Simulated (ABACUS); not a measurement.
# SnSe (Fm-3m) in ABACUS: a series of runs

Runs on SnSe. Level: PBE. Tasks: single point.

Program: ABACUS 3.10.1. These are calculated values, not measurements. Logs are shortened: lines on timing, memory, paths and dates and some standing lists are left out, and cuts for length are marked.

**1. Starting point**

The structure is cubic, space group Fm-3m (No. 225). Conventional cell: a = 6.020 Å, b = 6.020 Å, c = 6.020 Å, α = 90.00°, β = 90.00°, γ = 90.00°. Sn (site symmetry m-3m) is surrounded by 6 Se at 3.01 Å. Se (site symmetry m-3m) is surrounded by 6 Sn at 3.01 Å.

Measurements of this composition are mostly on another form, of space group No. 62.

**2. Single point, PBE**

INPUT reads:

```
INPUT_PARAMETERS
suffix              SnSe
calculation         scf
basis_type          lcao
pseudo_dir          ./
orbital_dir         ./
symmetry            1
dft_functional      pbe
ecutwfc             100
pseudo_rcut         10
nspin               1
nbands              19
ks_solver           genelpa
smearing_method     fd
smearing_sigma      0.00367493
scf_thr             1e-07
scf_nmax            100
mixing_type         broyden
mixing_beta         0.7
cal_force           1
cal_stress          1
out_mul             1
```

STRU reads:

```
ATOMIC_SPECIES
Sn 118.7100 Sn.upf
Se 78.9710 Se.upf

NUMERICAL_ORBITAL
Sn_confined-atom_8au_2s2p2d.orb
Se_confined-atom_7au_2s2p2d.orb

LATTICE_CONSTANT
1.8897261246

LATTICE_VECTORS
0.0000000000 3.0100000000 3.0100000000
3.0100000000 0.0000000000 3.0100000000
3.0100000000 3.0100000000 0.0000000000

ATOMIC_POSITIONS
Direct

Sn
0.0
1
0.0000000000 0.0000000000 0.0000000000 1 1 1

Se
0.0
1
0.5000000000 0.5000000000 0.5000000000 1 1 1
```

KPT reads:

```
K_POINTS
0
Gamma
8 8 8 0 0 0
```

Potentials or basis: PseudoDojo NC SR 0.4.1 PBE standard, DZP LCAO (the cutoffs set its grid).

Started as:

```
$ OMP_NUM_THREADS=1 mpirun -np 4 abacus > log
```

running log:

```text
ABACUS v3.10.1

               Atomic-orbital Based Ab-initio Computation at UStc

 ------------------------------------------------------------------------------------

 READING GENERAL INFORMATION
                           global_out_dir = OUT.SnSe/
                           global_in_card = INPUT
                               pseudo_dir = ./
                              orbital_dir = ./
                                    DSIZE = 4
                                    GSIZE = 1

 READING UNITCELL INFORMATION
                                    ntype = 2
                  lattice constant (Bohr) = 1.88973
              lattice constant (Angstrom) = 1

 READING ATOM TYPE 1
                               atom label = Sn
                      L=0, number of zeta = 2
                      L=1, number of zeta = 2
                      L=2, number of zeta = 2
             number of atom for this type = 1

 READING ATOM TYPE 2
                               atom label = Se
                      L=0, number of zeta = 2
                      L=1, number of zeta = 2
                      L=2, number of zeta = 2
             number of atom for this type = 1

                        TOTAL ATOM NUMBER = 2
DIRECT COORDINATES
    atom                   x                   y                   z     mag                  vx                  vy                  vz
taud_Sn1            0.0000000000        0.0000000000        0.0000000000  0.0000        0.0000000000        0.0000000000        0.0000000000
taud_Se1            0.5000000000        0.5000000000        0.5000000000  0.0000        0.0000000000        0.0000000000        0.0000000000

                          Volume (Bohr^3) = 368.066
                             Volume (A^3) = 54.5417

 Lattice vectors: (Cartesian coordinate: in unit of a_0)
                   +0               +3.01               +3.01
                +3.01                  +0               +3.01
                +3.01               +3.01                  +0
 Reciprocal vectors: (Cartesian coordinate: in unit of 2 pi/a_0)
            -0.166113           +0.166113           +0.166113
            +0.166113           -0.166113           +0.166113
            +0.166113           +0.166113           -0.166113
 The esolver type has been set to : ksdft_lcao

                PAO radial cut off (Bohr) = 10

 Read in pseudopotential file is Sn.upf
                     pseudopotential type = NC
          exchange-correlation functional = PBE
                 nonlocal core correction = 1
                        valence electrons = 14
                                     lmax = 2
                           number of zeta = 3
                     number of projectors = 6
                           L of projector = 0
[... 5 lines left out ...]
                PAO radial cut off (Bohr) = 10

 Read in pseudopotential file is Se.upf
                     pseudopotential type = NC
          exchange-correlation functional = PBE
                 nonlocal core correction = 1
                        valence electrons = 16
                                     lmax = 2
                           number of zeta = 3
                     number of projectors = 6
                           L of projector = 0
                           L of projector = 0
                           L of projector = 1
                           L of projector = 1
                           L of projector = 2
                           L of projector = 2
     initial pseudo atomic orbital number = 18

 SETUP THE ELECTRONS NUMBER
            electron number of element Sn = 14
      total electron number of element Sn = 14
            electron number of element Se = 16
      total electron number of element Se = 16
            AUTOSET number of electrons:  = 30
                           occupied bands = 15
                                   NLOCAL = 36
                                   NBANDS = 19
                                   NBANDS = 19
                                   NLOCAL = 36

%%%%%%%%%%%%%%%%%%%%%%%%%%%%%%%%%%%%%%%%%%%%%%%%%%%%%%%%%%%%%%%%%%%%%%%%%%%%%%%%%%%%%%%%%%%%%%%%%%%%%%%%%%
 Warning: the number of valence electrons in pseudopotential > 4 for Sn: [Kr] 4d10 5s2 5p2
 Warning: the number of valence electrons in pseudopotential > 6 for Se: [Ar] 3d10 4s2 4p4
 Pseudopotentials with additional electrons can yield (more) accurate outcomes, but may be less efficient.
 If you're confident that your chosen pseudopotential is appropriate, you can safely ignore this warning.
%%%%%%%%%%%%%%%%%%%%%%%%%%%%%%%%%%%%%%%%%%%%%%%%%%%%%%%%%%%%%%%%%%%%%%%%%%%%%%%%%%%%%%%%%%%%%%%%%%%%%%%%%%

 SETUP THE PLANE WAVE BASIS
 energy cutoff for charge/potential (unit:Ry) = 400
            fft grid for charge/potential = [ 54, 54, 54 ]
                        fft grid division = [ 2, 2, 2 ]
        big fft grid for charge/potential = [ 27, 27, 27 ]
                                     nbxx = 5103
                                     nrxx = 40824

 SETUP PLANE WAVES FOR CHARGE/POTENTIAL
                    number of plane waves = 49757
                         number of sticks = 1789

 PARALLEL PW FOR CHARGE/POTENTIAL
     PROC   COLUMNS(POT)             PW
        1            447          12439
        2            447          12439
        3            448          12441
        4            447          12438
 --------------- sum -------------------
        4           1789          49757
                            number of |g| = 438
                                  max |g| = 36.0647
                                  min |g| = 0.0827805

----------- Double Check Mixing Parameters Begin ------------
mixing_type: broyden
mixing_beta: 0.7
mixing_gg0: 1
mixing_gg0_min: 0.1
mixing_ndim: 8
----------- Double Check Mixing Parameters End ------------

 LATTICE VECTORS: (CARTESIAN COORDINATE: IN UNIT OF A0)
                   +0               +3.01               +3.01
                +3.01                  +0               +3.01
                +3.01               +3.01                  +0
                       right hand lattice = 1
                                   NORM_A = 4.25678
                                   NORM_B = 4.25678
                                   NORM_C = 4.25678
                           ALPHA (DEGREE) = 60
                           BETA  (DEGREE) = 60
                           GAMMA (DEGREE) = 60

 The lattice vectors have been changed (STRU_SIMPLE.cif)

(for optimal symmetric configuration:)
                             BRAVAIS TYPE = 3
                     BRAVAIS LATTICE NAME = 03. Cubic F (face-centered)
                                    ibrav = 3
                                    IBRAV = 3
                                  BRAVAIS = FACE CENTERED CUBIC
                       LATTICE CONSTANT A = 6.02
Original cell was already a primitive cell.
                        ROTATION MATRICES = 48
              PURE POINT GROUP OPERATIONS = 48
                   SPACE GROUP OPERATIONS = 48
                              POINT GROUP = O_h
               POINT GROUP IN SPACE GROUP = O_h

 SETUP K-POINTS
                                    nspin = 1
                   Input type of k points = Monkhorst-Pack(Gamma)
                                   nkstot = 512
                       right hand lattice = 1
(for reciprocal lattice: )
                             BRAVAIS TYPE = 2
                     BRAVAIS LATTICE NAME = 02. Cubic I (body-centered)
                                    ibrav = 2
                       right hand lattice = 1
(for k-lattice: )
                             BRAVAIS TYPE = 2
                     BRAVAIS LATTICE NAME = 02. Cubic I (body-centered)
                                    ibrav = 2
                       right hand lattice = 1
                        ROTATION MATRICES = 48
                               nkstot_ibz = 29
K-POINTS REDUCTION ACCORDING TO SYMMETRY
     IBZ    DIRECT_X    DIRECT_Y    DIRECT_Z  WEIGHT  ibz2bz
       1  0.00000000  0.00000000  0.00000000  0.0020       0
       2  0.12500000  0.12500000  0.12500000  0.0156       1
       3  0.25000000  0.25000000  0.25000000  0.0156       2
       4  0.37500000  0.37500000  0.37500000  0.0156       3
       5  0.50000000  0.50000000  0.50000000  0.0078       4
       6  0.12500000  0.12500000  0.00000000  0.0117       9
[... 21 lines left out ...]
      28 -0.12500000  0.50000000  0.37500000  0.0234     101
      29  0.50000000  0.25000000 -0.25000000  0.0117     166

                               nkstot now = 29
[... K-POINTS DIRECT COORDINATES: 29 rows ...]

           k-point number in this process = 29
       minimum distributed K point number = 29
[... stars of the k points ...]

[... K-POINTS CARTESIAN COORDINATES: 29 rows ...]

[... K-POINTS DIRECT COORDINATES: 29 rows ...]

 SETUP PLANE WAVES FOR WAVE FUNCTIONS
     energy cutoff for wavefunc (unit:Ry) = 100
              fft grid for wave functions = [ 54, 54, 54 ]
                    number of plane waves = 7799
                         number of sticks = 511

 PARALLEL PW FOR WAVE FUNCTIONS
     PROC   COLUMNS(POT)             PW
        1            128           1950
        2            128           1951
        3            128           1951
        4            127           1947
 --------------- sum -------------------
        4            511           7799

 SET NONLOCAL PSEUDOPOTENTIAL PROJECTORS
 SET NONLOCAL PSEUDOPOTENTIAL PROJECTORS
 max number of nonlocal projetors among all species is 6

 -------------------------------------------
 SELF-CONSISTENT
 -------------------------------------------

 SETUP SEARCHING RADIUS FOR PROGRAM TO SEARCH ADJACENT ATOMS
                  longest orb rcut (Bohr) = 8
   longest nonlocal projector rcut (Bohr) = 2.66
                     search radius (Bohr) = 21.3
              searching radius is (Bohr)) = 21.3
         searching radius unit is (Bohr)) = 1.89
                         PeriodicBoundary = 1
                        Radius(unit:lat0) = 11.3
                                   glayer = [ 5, 5, 5 ]
                             glayer_minus = [ 4, 4, 4 ]

Find the coordinate range of the input atom(unit:lat0).
                                  min_tau = [ -24.1, -24.1, -24.1 ]
                                  max_tau = [ 27.1, 27.1, 27.1 ]
                                BoxNumber = [ 9, 9, 9 ]

 SETUP EXTENDED REAL SPACE GRID FOR GRID INTEGRATION
                          real space grid = [ 54, 54, 54 ]
                 big cell numbers in grid = [ 27, 27, 27 ]
             meshcell numbers in big cell = [ 2, 2, 2 ]
                        extended fft grid = [ 33, 33, 33 ]
                dimension of extened grid = [ 94, 94, 94 ]
                            UnitCellTotal = 125
              Atom number in sub-FFT-grid = 2
    Local orbitals number in sub-FFT-grid = 36
                                ParaV.nnr = 19602
                                 init_chg = atomic

 LCAO ALGORITHM --------------- ION=   1  ELEC=   1--------------------------------

 Density error is 0.0337798790102
----------------------------------------------------------
     Energy           Rydberg                 eV
----------------------------------------------------------
 E_KohnSham     -400.1236679453      -5443.9617887156
 E_Harris       -398.6641781251      -5424.1044109882
 E_Fermi        0.7177619841         9.7656527921
----------------------------------------------------------
[... 78 lines left out ...]
 LCAO ALGORITHM --------------- ION=   1  ELEC=   9--------------------------------

 Density error is 1.51464323788e-08
----------------------------------------------------------
     Energy           Rydberg                 eV
----------------------------------------------------------
 E_KohnSham     -400.1390754483      -5444.1714185491
 E_KS(sigma->0) -400.1390687062      -5444.1713268184
 E_Harris       -400.1390760055      -5444.1714261293
 E_band         -34.1111682705       -464.1062539154
 E_one_elec     -190.1523684189      -2587.1556986927
 E_Hartree      107.5769035247       1463.6588611318
 E_xc           -92.4823785525       -1258.2873129064
 E_Ewald        -225.0812185175      -3062.3870846205
 E_entropy(-TS) -0.0000134842        -0.0001834613
 E_descf        0.0000000000         0.0000000000
 E_exx          0.0000000000         0.0000000000
 E_Fermi        0.7271192916         9.8929654917
----------------------------------------------------------

 charge density convergence is achieved
 final etot is -5444.1714185 eV
 EFERMI = 9.8929654917 eV

 STATE ENERGY(eV) AND OCCUPATIONS    NSPIN == 1
 1/29 kpoint (Cartesian) = 0.0000 0.0000 0.0000 (1544 pws)
       1       -38.1695     0.00390625
       2       -38.1695     0.00390625
       3       -38.1656     0.00390625
       4       -38.1656     0.00390625
       5       -38.1656     0.00390625
       6       -12.1483     0.00390625
[... 11 lines left out ...]
      18        13.8745    1.02019e-37
      19        15.4368    2.74636e-51
[... 88 lines left out ...]
       3       -38.1657      0.0234375
       4       -38.1656      0.0234375
       5       -38.1656      0.0234375
       6       -12.1507      0.0234375
[... 11 lines left out ...]
      18        13.7947    3.01777e-36
      19        14.9556    2.49248e-46

[... levels at 23 further k points ...]

 correction force for each atom along direction 1 is 7.23442e-14
 correction force for each atom along direction 2 is 6.39094e-14
 correction force for each atom along direction 3 is -2.09095e-14
------------------------------------------------------------------------------------------
 TOTAL-FORCE (eV/Angstrom)
------------------------------------------------------------------------------------------
                       Sn1         0.0000000000         0.0000000000         0.0000000000
                       Se1         0.0000000000         0.0000000000         0.0000000000
------------------------------------------------------------------------------------------

----------------------------------------------------------------
 TOTAL-STRESS (KBAR)
----------------------------------------------------------------
        18.1183797188         0.0000000000         0.0000000000
         0.0000000000        18.1183797188        -0.0000000000
         0.0000000000         0.0000000000        18.1183797188
----------------------------------------------------------------
 TOTAL-PRESSURE: 18.118380 KBAR

 --------------------------------------------
 !FINAL_ETOT_IS -5444.1714185490955060 eV
 --------------------------------------------
```

It took 5.2 s on 4 MPI ranks of AMD EPYC 7B13 (Zen 3), shared host; peak memory 0.44 GiB.

Results:

```yaml
Free_energy: -5444.1714 eV
Pressure: 1.8 GPa
Band_gap_on_the_k_mesh: 0.37 eV, direct
Mulliken_charges: Sn +0.31; Se -0.31 e
```

Caveat: the atomic orbitals were generated for these runs and aren't a published set; Mulliken charges move with the basis; spin-orbit coupling is left out, which moves the levels of the heavy elements; the basis of atomic orbitals isn't converged, which shifts pressures, moduli and gaps. A k mesh can miss the band edges.

**3. Single point, PBE (atoms moved at random, drawn with an rms of 0.05 Å)**

Edit INPUT of step 2 so:

```diff
@@ -22 +22,4 @@
 out_mul             1
+out_chg             1
+out_pot             2
+out_elf             1
```

Edit STRU of step 2 so:

```diff
@@ -22,3 +22,3 @@
 1
-0.0000000000 0.0000000000 0.0000000000 1 1 1
+-0.0184030000 0.0023140000 0.0063990000 1 1 1
 
@@ -27,2 +27,2 @@
 1
-0.5000000000 0.5000000000 0.5000000000 1 1 1
+0.4963780000 0.5051110000 0.5036250000 1 1 1
```

KPT is that of step 2.

Potentials or basis: PseudoDojo NC SR 0.4.1 PBE standard, DZP LCAO (the cutoffs set its grid).

Started as:

```
$ OMP_NUM_THREADS=1 mpirun -np 4 abacus > log
```

Run time: 8.9 s. Hardware: 4 MPI ranks of AMD EPYC 7B13 (Zen 3), shared host; peak memory 0.56 GiB.

It converged, with:

| Quantity | Value |
| --- | --- |
| Free energy | -5444.1705 eV |
| Pressure | 1.9 GPa |
| Largest force | 0.032 eV/Å |
| Band gap on the k mesh | 0.37 eV, direct |
| Mulliken charges | Sn +0.31; Se -0.31 e |

Forces in eV/Å, atoms in the order of the input:
```
Sn   0.000  0.018  0.027
Se   0.000 -0.018 -0.027
```

Levels at points of the mesh, in eV from the valence-band top:
```tsv
k point	band 12	band 13	band 14	band 15	band 16	band 17	band 18	band 19
(0.00, 0.00, 0.00)	-5.29	-2.37	-2.35	-2.35	4.13	4.13	4.17	5.73
(0.50, 0.00, 0.00)	-8.28	-2.17	-2.15	-0.04	0.41	1.03	1.04	8.84
(0.00, 0.50, 0.00)	-8.28	-2.16	-2.16	0.00	0.37	1.04	1.05	8.84
(0.50, 0.50, 0.00)	-6.31	-5.63	-3.83	-3.83	3.06	5.28	5.29	5.86
(0.00, 0.00, 0.50)	-8.28	-2.16	-2.16	0.00	0.37	1.04	1.05	8.84
(0.50, 0.00, 0.50)	-6.28	-5.66	-3.83	-3.83	3.04	5.28	5.30	5.86
(0.00, 0.50, 0.50)	-6.26	-5.69	-3.84	-3.82	3.02	5.28	5.32	5.86
(0.50, 0.50, 0.50)	-8.28	-2.17	-2.15	-0.04	0.41	1.03	1.04	8.84
```

Caveat: the atomic orbitals were generated for these runs and aren't a published set; Mulliken charges move with the basis; spin-orbit coupling is left out, which moves the levels of the heavy elements; the basis of atomic orbitals isn't converged, which shifts pressures, moduli and gaps. A k mesh can miss the band edges.

(Part 1 of 2 ends here.)
